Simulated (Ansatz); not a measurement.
Runs of Ansatz 0.2.0 on Sb. The typed cell holds 1 atom: a = 3.520 Å, b = 3.489 Å, c = 3.551 Å, α = 126.62°, β = 127.33°, γ = 78.30°. This isn't the form of Sb at room conditions, which is rhombohedral.

```csv
task,level,cutoff (eV),points for each segment of the path,gap on the mesh (eV),pressure (GPa)
band structure,HSE06,420,4,none,-
band structure,LDA,420,14,none,-2.6
single point,PBE0,420,-,none,-
band structure,PBEsol,420,14,none,-1.4
band structure,r2SCAN,500,14,none,(a)
```

Alike in all rows: potentials or basis Ansatz PAW; no spin polarisation; cell sheared at random, sigma 0.01, atoms nudged by 0.01 Å; k mesh 6 × 6 × 7; smearing fermi-dirac 0.05 eV; the mesh is coarse, so values aren't converged.

Problem. Fill in the values left out.

Solution. (a) 1.1.

Caveats: all runs use coarse meshes; the PAW data sets come from PBE, with cores solved anew for the run's functional, which leaves a small shift of forces and pressure.

A k mesh can miss the band edges, and the runs leave out spin-orbit coupling on Sb.

A gap of «none» marks a metal or a gap under the smearing width.

Not every run made on this cell is shown here.
